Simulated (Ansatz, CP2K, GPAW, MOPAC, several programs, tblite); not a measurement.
# What cheap methods get right for MgTe

How much accuracy does each second buy? MgTe is computed with 11 methods, from the cheapest up to r2SCAN.

Computed with MOPAC, tblite, CP2K, GPAW, Ansatz (versions at each run) (no spin polarisation, static lattice; gaps from single points on the cell relaxed beforehand with r²SCAN, unless a step's input says otherwise).

4 further runs of the same task are left out: 4 set aside as unsound or not needed.

## Step 1: The structure to begin with

The structure is hexagonal, space group P6_3mc (No. 186). Conventional cell: a = 4.578 Å, b = 4.578 Å, c = 7.456 Å, α = 90.00°, β = 90.00°, γ = 120.00°. Mg (site symmetry 3m) is surrounded by 4 Te at 2.80 Å. Around Te (site symmetry 3m) lie 4 Mg at 2.80 Å.

Structure file:

```cif
data_structure
_symmetry_space_group_name_H-M 'P 1'
_symmetry_Int_Tables_number 1
_cell_length_a 4.5775
_cell_length_b 4.5775
_cell_length_c 7.4556
_cell_angle_alpha 90.000
_cell_angle_beta 90.000
_cell_angle_gamma 120.000
_cell_volume 135.29
loop_
_atom_site_label
_atom_site_type_symbol
_atom_site_fract_x
_atom_site_fract_y
_atom_site_fract_z
_atom_site_occupancy
Mg1 Mg 0.33333 0.66667 0.00440 1
Mg2 Mg 0.66667 0.33333 0.50440 1
Te1 Te 0.33333 0.66667 0.38060 1
Te2 Te 0.66667 0.33333 0.88060 1
```

**Question.** The methods are PM6, PM7, GFN1-xTB (tblite), GFN2-xTB (tblite), PBE/DZVP, PBE/single-zeta, PBE/SZV, coarse PBE, GLLB-SC, PBE, r2SCAN. What gap does r2SCAN give on this cell, and which other methods (full PBE left aside) come nearest to r2SCAN and farthest in gap?

| quantity | value |
| --- | --- |
| r2SCAN | gap 3.16 eV, 33.82 Å³/atom, B₀ 37 GPa |
| gap: nearest and farthest of the other methods | coarse PBE (-0.72 eV), GFN1-xTB (tblite) (-1.81 eV) |

What this shows: Among the 7 methods compared for the gap (full PBE left aside), coarse PBE is nearest to r2SCAN and GFN1-xTB (tblite) farthest. A minimal basis or a coarse cutoff and mesh shifts results by its own error, so closeness to r2SCAN can be chance. Cluster runs see only the k-points that fold onto the zone centre, so their gaps can miss the band edges. GLLB-SC is compared with its derivative discontinuity added. PM7, PM6 ended in an unphysical state and are left out of the comparison. No volume is given for GFN1-xTB (tblite), PBE/DZVP, PBE/single-zeta, PBE/SZV, coarse PBE, which can hide a larger miss. CPU times run from 1.9 s (PM6) to 1.9 min (GLLB-SC). On this cell GLLB-SC cost more than r2SCAN itself (23 s), so it is no saving here. r2SCAN is a yardstick, not the truth: it usually gives gaps below the measured ones. Spin-orbit coupling is left out throughout.
